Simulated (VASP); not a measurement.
# Au (Fm-3m) in VASP: single point with PBE0

Aim: the single point of Au with PBE0.

All numbers are computed with VASP 6.6.1; they aren't measurements. Logs are shortened: lines on timing, memory, paths and dates and some standing lists are left out, and cuts for length are marked.

### 1 The crystal as given

The structure is cubic, space group Fm-3m (No. 225). Conventional cell: a = 4.082 Å, b = 4.082 Å, c = 4.082 Å, α = 90.00°, β = 90.00°, γ = 90.00°. Au (site symmetry m-3m) is surrounded by 12 Au at 2.89 Å.

### 2 Single point, PBE0

Contents of POSCAR:

```
Au
1.0
    0.0000000000      2.0409900000      2.0409900000
    2.0409900000      0.0000000000      2.0409900000
    2.0409900000      2.0409900000      0.0000000000
Au
1
Direct
    1.0000000000      0.0000000000      1.0000000000
```

Contents of INCAR.step1:

```
SYSTEM = Au
PREC     = Accurate       ! precision mode
ENCUT    = 520            ! plane-wave cutoff, eV
EDIFF    = 1E-5           ! SCF threshold, eV
ISMEAR   = 0              ! smearing method
SIGMA    = 0.1            ! smearing width, eV
LREAL    = .False.        ! projectors in reciprocal space
LASPH    = .True.         ! aspherical terms in the spheres
NELM     = 80             ! most SCF steps
ALGO     = Normal         ! electronic algorithm
ISIF     = 2              ! what is computed and relaxed
LWAVE    = .True.         ! write WAVECAR
NBANDS   = 12             ! bands
GGA      = PE             ! functional
```

Contents of INCAR.step2:

```
SYSTEM = Au
PREC     = Accurate       ! precision mode
ENCUT    = 520            ! plane-wave cutoff, eV
EDIFF    = 1E-6           ! SCF threshold, eV
ISMEAR   = 0              ! smearing method
SIGMA    = 0.1            ! smearing width, eV
LREAL    = .False.        ! projectors in reciprocal space
LASPH    = .True.         ! aspherical terms in the spheres
NELM     = 80             ! most SCF steps
ALGO     = Normal         ! electronic algorithm
ISIF     = 2              ! what is computed and relaxed
LWAVE    = .False.        ! write WAVECAR
LCHARG   = .True.         ! write CHGCAR
GGA      = PE             ! functional
LHFCALC  = .True.         ! exact exchange
AEXX     = 0.25           ! exact-exchange fraction
PRECFOCK = Fast         
LELF     = .True.         ! ELF
LVHAR    = .True.       
NBANDS   = 12             ! bands
ISTART   = 1
```

Contents of KPOINTS:

```
regular mesh
0
Gamma
  8 8 8
  0 0 0
```

Potentials or basis: VASP PAW PBE potentials, release 64 (Au).

Started as:

```
cat potpaw_PBE.64/Au/POTCAR > POTCAR
cp INCAR.step1 INCAR
mpirun -np 1 vasp_std > vasp.out
cp INCAR.step2 INCAR
mpirun -np 1 vasp_std > vasp.out
```

OUTCAR:

```text
SYSTEM = Au
   PREC = Accurate
   ENCUT = 520
   EDIFF = 1E-6
   ISMEAR = 0
   LREAL = .False.
   LASPH = .True.
   NELM = 80
   ISIF = 2
   GGA = PE
   LHFCALC = .True.
   AEXX = 0.25
   PRECFOCK = Fast
   ISTART = 1

 ion  position               nearest neighbor table
   1  0.000  0.000  0.000-

  LATTYP: Found a face centered cubic cell.
 ALAT       =     4.0819800000

  Lattice vectors:

 A1 = (   0.0000000000,   2.0409900000,   2.0409900000)
 A2 = (   2.0409900000,   0.0000000000,   2.0409900000)
 A3 = (   2.0409900000,   2.0409900000,   0.0000000000)

Analysis of symmetry for initial positions (statically):
=====================================================================
 Subroutine PRICEL returns:
 Original cell was already a primitive cell.

 Routine SETGRP: Setting up the symmetry group for a
 face centered cubic supercell.

 Subroutine GETGRP returns: Found 48 space group operations
 (whereof 48 operations were pure point group operations)
 out of a pool of 48 trial point group operations.

The static configuration has the point symmetry O_h .

Analysis of symmetry for dynamics (positions and initial velocities):
=====================================================================
 Subroutine PRICEL returns:
 Original cell was already a primitive cell.

 Routine SETGRP: Setting up the symmetry group for a
 face centered cubic supercell.

 Subroutine GETGRP returns: Found 48 space group operations
 (whereof 48 operations were pure point group operations)
 out of a pool of 48 trial point group operations.

The dynamic configuration has the point symmetry O_h .

 Subroutine INISYM returns: Found 48 space group operations
 (whereof 48 operations are pure point group operations),
 and found     1 'primitive' translations

----------------------------------------------------------------------------------------

                                     Primitive cell

  volume of cell :      17.0041

  direct lattice vectors                    reciprocal lattice vectors
     0.000000000  2.040990000  2.040990000    -0.244979152  0.244979152  0.244979152
     2.040990000  0.000000000  2.040990000     0.244979152 -0.244979152  0.244979152
     2.040990000  2.040990000  0.000000000     0.244979152  0.244979152 -0.244979152

  length of vectors
     2.886395739  2.886395739  2.886395739     0.424316339  0.424316339  0.424316339

  position of ions in fractional coordinates (direct lattice)
     0.000000000  0.000000000  0.000000000

  ion indices of the primitive-cell ions
   primitive index   ion index
                 1           1

----------------------------------------------------------------------------------------

 KPOINTS: regular mesh

Automatic generation of k-mesh.
 Grid dimensions read from file:
 generate k-points for:    8    8    8

 Generating k-lattice:

  Cartesian coordinates                     Fractional coordinates (reciprocal lattice)
    -0.030622394  0.030622394  0.030622394     0.125000000  0.000000000  0.000000000
     0.030622394 -0.030622394  0.030622394     0.000000000  0.125000000  0.000000000
     0.030622394  0.030622394 -0.030622394     0.000000000  0.000000000  0.125000000

  Length of vectors
     0.053039542  0.053039542  0.053039542

  Shift w.r.t. Gamma in fractional coordinates (k-lattice)
     0.000000000  0.000000000  0.000000000

 Subroutine IBZKPT returns following result:
 ===========================================

 Found     29 irreducible k-points:

 Following reciprocal coordinates:
            Coordinates               Weight
  0.000000  0.000000  0.000000      1.000000
  0.125000  0.000000  0.000000      8.000000
  0.250000  0.000000  0.000000      8.000000
  0.375000  0.000000  0.000000      8.000000
  0.500000  0.000000  0.000000      4.000000
  0.125000  0.125000  0.000000      6.000000
[... 16 lines left out ...]
  0.500000  0.250000  0.125000     48.000000
 -0.375000  0.250000  0.125000     24.000000
 [... further k-points ...]
   k-points           NKPTS =     29   k-points in BZ     NKDIM =    512   number of bands    NBANDS=     12
   number of dos      NEDOS =    301   number of ions     NIONS =      1
   total plane-waves  NPLWV =  13824
   dimension x,y,z NGX =    24 NGY =   24 NGZ =   24
   dimension x,y,z NGXF=    48 NGYF=   48 NGZF=   48
   ions per type =               1
   NGX,Y,Z   is equivalent  to a cutoff of  13.82, 13.82, 13.82 a.u.
   NGXF,Y,Z  is equivalent  to a cutoff of  27.65, 27.65, 27.65 a.u.
 SYSTEM =  Au
   PREC   = accura    normal or accurate (medium, high low for compatibility)
   ISTART =      1    job   : 0-new  1-cont  2-samecut
   ICHARG =      0    charge: 1-file 2-atom 10-const
   ISPIN  =      1    spin polarized calculation?
   LNONCOLLINEAR =      F non collinear calculations
   LSORBIT =      F    spin-orbit coupling
   LASPH  =      T    aspherical Exc in radial PAW
   ENCUT  =  520.0 eV  38.22 Ry    6.18 a.u.   5.37  5.37  5.37*2*pi/ulx,y,z
   NELM   =     80;   NELMIN=  2; NELMDL=  0     # of ELM steps
   EDIFF  = 0.1E-05   stopping-criterion for ELM
   LREAL  =      F    real-space projection
   EDIFFG = 0.1E-04   stopping-criterion for IOM
   NSW    =      0    number of steps for IOM
   IBRION =     -1    ionic relax: 0-MD 1-quasi-New 2-CG
   NFREE  =      0    steps in history (QN), initial steepest desc. (CG)
   ISIF   =      2    stress and relaxation
   ISYM   =      3    0-nonsym 1-usesym 2-fastsym
   POTIM  = 0.5000    time-step for ionic-motion
   TEBEG  =    0.0;   TEEND  =   0.0 temperature during run
   PSTRESS=    0.0 pullay stress
   NELECT =      11.0000    total number of electrons
   NUPDOWN=      -1.0000    fix difference up-down
   EMIN   =  10.00;   EMAX   =-10.00  energy-range for DOS
   EFERMI =   0.00;   METHOD = LEGACY
   ISMEAR =     0;   SIGMA  =   0.10  broadening in eV -4-tet -1-fermi 0-gaus
   EFERMI_NEDOS =   21; number of points for ismear=-14 and -15
   IALGO  =     38    algorithm
   IMIX   =      1    mixing-type and parameters
     AMIX     =   0.40;   BMIX     =  1.00
     AMIX_MAG =   1.60;   BMIX_MAG =  1.00
  volume/ion in A,a.u.               =      17.00       114.75
  Fermi-wavevector in a.u.,A,eV,Ry     =   1.415864  2.675595 27.275200  2.004671
  Thomas-Fermi vector in A             =   2.537258
   LORBIT       =      0    0 simple, 1 ext, 2 COOP (PROOUT), +10 PAW based schemes
   GGA     = PE    functional components
   LHFCALC =     T    Hartree Fock is set to
   PRECFOCK=fast      Normal, Fast or Accurate (Low or Medium for compatibility)
   ENCUT4O =  -1.0   cutoff for four orbital integrals eV
   NKREDX  =     1    reduce k-point grid by
   NKREDY  =     1    reduce k-point grid by
   NKREDZ  =     1    reduce k-point grid by
   AEXX    =    0.2500 exact exchange contribution
   HFSCREEN=    0.0000 screening length (either q_TF or 0.3 A-1)
   HFSCREENC=   0.0000 screening length for correlation (either q_TF or 0.3 A-1)
   ENCUTFOCK=  -1.0 apply spherical cutoff to Coloumb kernel
   IVDW    =     0    specifies the selected vdW correction
   LEPSILON=     F    determine dielectric tensor
   LRPA    =     F    only Hartree local field effects (RPA)
 non-spin polarized calculation
 Gauss-broadening in eV      SIGMA  =   0.10
  energy-cutoff  :      520.00
  volume of cell :       17.00
 maximum number of plane-waves:       471
 NGX is ok and might be reduce to    24
  NGX = 14; NGY = 14; NGZ = 14

 number of electron      11.0000000 magnetization

 Free energy of the ion-electron system (eV)
  ---------------------------------------------------
  ext. energy  EPLUGINS =         0.00000000
  ---------------------------------------------------
  free energy    TOTEN  =        -3.56426089 eV

  energy without entropy =       -3.56122736  energy(sigma->0) =       -3.56274412

 E-fermi :   8.8390     XC(G=0):  -9.9656

 val. band max:        8.7644752905   @ k =   0.5000   0.2500   0.1250
 cond. band min:       9.5791871138   @ k =   0.5000   0.3750   0.1250
 fundamental gap:      0.8147118233
 Fermi energy:         8.8390377528

 k-point     1 :       0.0000    0.0000    0.0000
  band No.  band energies     occupation
      1      -2.0609      2.00000
      2       3.0383      2.00000
      3       3.0383      2.00000
      4       3.0383      2.00000
      5       4.6257      2.00000
      6       4.6257      2.00000
      7      25.1722      0.00000
      8      29.3951      0.00000
      9      29.3951      0.00000
     10      29.3951      0.00000
     11      34.1743      0.00000
     12      39.2651      0.00000

 k-point     2 :       0.1250    0.0000    0.0000
  band No.  band energies     occupation
      1      -1.4636      2.00000
      2       2.8877      2.00000
      3       3.2187      2.00000
      4       3.2187      2.00000
      5       4.5696      2.00000
      6       4.5696      2.00000
      7      25.6665      0.00000
      8      26.7358      0.00000
      9      30.0479      0.00000
     10      30.0479      0.00000
     11      34.4918      0.00000
     12      36.9360      0.00000

 k-point     3 :       0.2500    0.0000    0.0000
  band No.  band energies     occupation
      1      -0.1153      2.00000
      2       3.0479      2.00000
      3       3.3333      2.00000
      4       3.3333      2.00000
      5       4.8467      2.00000
      6       4.8467      2.00000
      7      21.8654      0.00000
      8      26.2730      0.00000
      9      31.0123      0.00000
     10      31.0123      0.00000
     11      32.7659      0.00000
     12      34.0545      0.00000
[... 286 lines left out ...]
 k-point    23 :       0.5000    0.2500    0.1250
  band No.  band energies     occupation
      1       1.5018      2.00000
      2       2.5300      2.00000
      3       2.8763      2.00000
      4       4.1915      2.00000
      5       5.5052      2.00000
      6       8.7645      1.70833
      7      17.5344      0.00000
      8      22.6731      0.00000
      9      25.0456      0.00000
     10      29.4554      0.00000
     11      33.4550      0.00000
     12      37.3252      0.00000

 k-point    24 :      -0.3750    0.2500    0.1250
  band No.  band energies     occupation
      1       1.4520      2.00000
      2       2.3191      2.00000
      3       3.6312      2.00000
      4       3.9450      2.00000
      5       5.8943      2.00000
      6      12.4292      0.00000
      7      13.3555      0.00000
      8      22.9773      0.00000
      9      23.7821      0.00000
     10      28.5522      0.00000
     11      34.9099      0.00000
     12      38.0088      0.00000

 [... further k-points ...]

------------------------ aborting loop because EDIFF is reached ----------------------------------------

  FORCE on cell =-STRESS in cart. coord.  units (eV):
  Direction    XX          YY          ZZ          XY          YZ          ZX
  --------------------------------------------------------------------------------------
  -------------------------------------------------------------------------------------
  Total        0.7085297      0.7085297      0.7085297      0.0000000      0.0000000      0.0000000
  in kB       66.7599560     66.7599560     66.7599560      0.0000000      0.0000000      0.0000000
  external PRESSURE =      66.7599560 kB  Pullay stress =       0.0000000 kB

 VOLUME and BASIS-vectors are now :
 -----------------------------------------------------------------------------
  energy-cutoff  :      520.00
  volume of cell :       17.00
      direct lattice vectors                 reciprocal lattice vectors
     0.000000000  2.040990000  2.040990000    -0.244979152  0.244979152  0.244979152
     2.040990000  0.000000000  2.040990000     0.244979152 -0.244979152  0.244979152
     2.040990000  2.040990000  0.000000000     0.244979152  0.244979152 -0.244979152

 POSITION                                       TOTAL-FORCE (eV/Angst)
 -----------------------------------------------------------------------------------
      0.00000      0.00000      0.00000        -0.000000     -0.000000     -0.000000
 -----------------------------------------------------------------------------------
    total drift:                               -0.000000     -0.000000      0.000000

  FREE ENERGIE OF THE ION-ELECTRON SYSTEM (eV)
  ---------------------------------------------------
  free  energy   TOTEN  =        -3.5642608860 eV

  energy  without entropy=       -3.5612273602  energy(sigma->0) =       -3.56274412
```

Wall time 16 min (1 thread of AMD EPYC 9R45 (Zen 5), shared host); peak memory 0.13 GiB.

Results:

| Property | Result |
| --- | --- |
| Free energy | -3.5643 eV |
| Pressure | 6.7 GPa |
| Band gap on the k mesh | none (metal or under the smearing width) |

Levels at points of the mesh, in eV from the Fermi level:
```
           k point  band 3  band 4  band 5  band 6  band 7  band 8  band 9  band 10
(0.00, 0.00, 0.00)   -5.80   -5.80   -4.21   -4.21   16.33   20.56   20.56    20.56
(0.50, 0.00, 0.00)   -5.86   -2.80   -2.80   -0.89    4.46   15.72   19.27    19.27
(0.50, 0.50, 0.00)   -2.93   -2.39   -2.39    1.96    7.59   11.78   11.78    19.21
```

Caveat: the PAW data sets were made with another functional, which shifts forces and pressure a little. Spin-orbit coupling is left out, which matters for the levels of Au.
